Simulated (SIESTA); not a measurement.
A run of SIESTA 5.4.2 is set up as follows.

Ti2O.fdf

```
SystemName                      Ti2O
SystemLabel                     Ti2O
NumberOfSpecies                 2
NumberOfAtoms                   3
%block ChemicalSpeciesLabel
  1  22 Ti
  2   8 O
%endblock ChemicalSpeciesLabel

LatticeConstant                 1.0 Ang
%block LatticeVectors
     2.9194000000     0.0000000000     0.0000000000
    -1.4597000000     2.5282745638     0.0000000000
     0.0000000000     0.0000000000     4.7130000000
%endblock LatticeVectors
AtomicCoordinatesFormat         Fractional
%block AtomicCoordinatesAndAtomicSpecies
     0.3333333333     0.6666666667     0.7212600000  1  Ti
     0.6666666667     0.3333333333     0.2787400000  1  Ti
     0.0000000000     0.0000000000     0.0000000000  2  O
%endblock AtomicCoordinatesAndAtomicSpecies

%block kgrid.MonkhorstPack
   10   0   0  0.0
    0  10   0  0.0
    0   0   6  0.0
%endblock kgrid.MonkhorstPack
XC.Functional                   GGA
XC.Authors                      PBEsol
PAO.BasisSize                   DZP
PAO.EnergyShift                 0.003 Ry
Mesh.Cutoff                     800 Ry
OccupationFunction              FD
ElectronicTemperature           0.05 eV
MaxSCFIterations                120
SCF.MustConverge                false
SCF.Mixer.Method                Pulay
SCF.Mixer.Weight                0.25
SCF.Mixer.History               8
SCF.DM.Tolerance                5.0e-05
SCF.H.Tolerance                 1.0e-03 eV
WriteForces                     true
Charge.Mulliken                 end
Charge.Hirshfeld                end
Charge.Voronoi                  end
SaveRho                         true
SaveElectrostaticPotential      true
%block PAO.Basis
  Ti 5
  n=3 0 2
    3.151 0.000
  n=4 0 2
    8.703 0.000
  n=3 1 2
    3.568 0.000
  n=4 1 1
    8.703
  n=3 2 2
    6.267 0.000
%endblock PAO.Basis
```

Potentials or basis: PseudoDojo 0.4 standard (PBEsol files), DZP (energy shift 0.003 Ry; two zetas on semicore shells).

Run with:

```sh
$ siesta < Ti2O.fdf > Ti2O.out 2>&1
```

**Question.** Predict the pressure.

**Answer.** 6.0 GPa.

**Question.** Estimate the band gap on the k mesh.

**Answer.** None (metal or under the smearing width).

**Question.** Estimate the Voronoi charges.

**Answer.** Ti +0.08; O -0.16 e.

**Question.** Estimate the Hirshfeld charges.

**Answer.** Ti +0.08; O -0.16 e.

Forces on the atoms (eV/Å):
```
Ti   0.000  0.000  1.195
Ti   0.000  0.000 -1.195
O    0.000  0.000  0.000
```

Caveat: the basis of atomic orbitals isn't converged, which shifts pressures, moduli and gaps; semilocal functionals often make such compounds metallic where correlation or magnetic order opens a gap, which also shifts bond lengths; forces of over 1 eV/Å show positions far from the minimum, so gaps and moduli don't describe the material at rest.
